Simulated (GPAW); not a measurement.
Set up this calculation in GPAW 26.7.0, as an ASE script.

```
Task                : electron localisation function
Functional          : vdW-DF-cx
Potentials or basis : GPAW PAW data sets (gpaw-data 1.2.1)
Cutoff              : 600 eV
Basis               : pw
k mesh              : 9 × 9 × 5
Occupations         : fermi-dirac, width 0.05 eV
Spin                : no spin polarisation
Maxiter             : 150
```

The structure of Tl lies in Tl.cif:

```cif
data_Tl
_cell_length_a 3.45600000
_cell_length_b 3.45600000
_cell_length_c 5.52500000
_cell_angle_alpha 90.00000000
_cell_angle_beta 90.00000000
_cell_angle_gamma 120.00000000
_space_group_name_H-M_alt 'P6_3/mmc'
_space_group_name_Hall '-P 6c 2c'
_space_group_IT_number 194
loop_
_space_group_symop_operation_xyz
'x,y,z'
'-x,-y,-z'
'x-y,x,z+1/2'
'-x+y,-x,-z+1/2'
'-y,x-y,z'
'y,-x+y,-z'
'-x,-y,z+1/2'
'x,y,-z+1/2'
'-x+y,-x,z'
'x-y,x,-z'
'y,-x+y,z+1/2'
'-y,x-y,-z+1/2'
'-y,-x,-z+1/2'
'y,x,z+1/2'
'-x,-x+y,-z'
'x,x-y,z'
'-x+y,y,-z+1/2'
'x-y,-y,z+1/2'
'y,x,-z'
'-y,-x,z'
'x,x-y,-z+1/2'
'-x,-x+y,z+1/2'
'x-y,-y,-z'
'-x+y,y,z'
loop_
_atom_site_label
_atom_site_type_symbol
_atom_site_symmetry_multiplicity
_atom_site_Wyckoff_symbol
_atom_site_fract_x
_atom_site_fract_y
_atom_site_fract_z
_atom_site_occupancy
Tl1 Tl 2 c 0.6666666667 0.3333333333 0.7500000000 1
```

One way to write it, as run:

run.py

```python
from ase.dft.bandgap import bandgap
from ase.io import read, write
from ase.units import Bohr
from gpaw import GPAW, PW
from gpaw.elf import elf_from_dft_calculation

atoms = read('Tl.cif')

calc = GPAW(mode=PW(600),
            xc={'name': 'vdW-DF-cx', 'backend': 'libvdwxc'},
            kpts={'size': (9, 9, 5), 'gamma': True},
            occupations={'name': 'fermi-dirac', 'width': 0.05},
            nbands=23,
            convergence={'density': 1e-05, 'energy': 1e-05},
            maxiter=150,
            txt='gpaw.txt')
atoms.calc = calc
energy = atoms.get_potential_energy()
forces = atoms.get_forces()
calc.write('gs.gpw')
write('result.traj', atoms)
print(f'Energy: {energy:.6f} eV')
print('Forces (eV/A):')
print(forces.round(4))
print('Fermi level:', round(calc.get_fermi_level(), 4), 'eV')
print(f'Gap: {bandgap(calc)[0]:.4f} eV, direct: {bandgap(calc, direct=True)[0]:.4f} eV')

# fields on the real-space grid
write('density.cube', atoms, data=calc.get_pseudo_density() * Bohr**3)
write('potential.cube', atoms, data=calc.get_electrostatic_potential())
write('elf.cube', atoms, data=elf_from_dft_calculation(calc).data)
```

Potentials or basis: GPAW PAW data sets (gpaw-data 1.2.1), pw.

Launch:

```bash
$ OMP_NUM_THREADS=1 python run.py
```

Results of the run:

```
Band gap on the k mesh : none (metal or under the smearing width)
```

Caveat: the PAW data sets were made with another functional, which shifts forces and pressure a little.

It took 23 s on 1 thread of Arm Neoverse V2, on a shared host, peak memory 0.21 GiB.
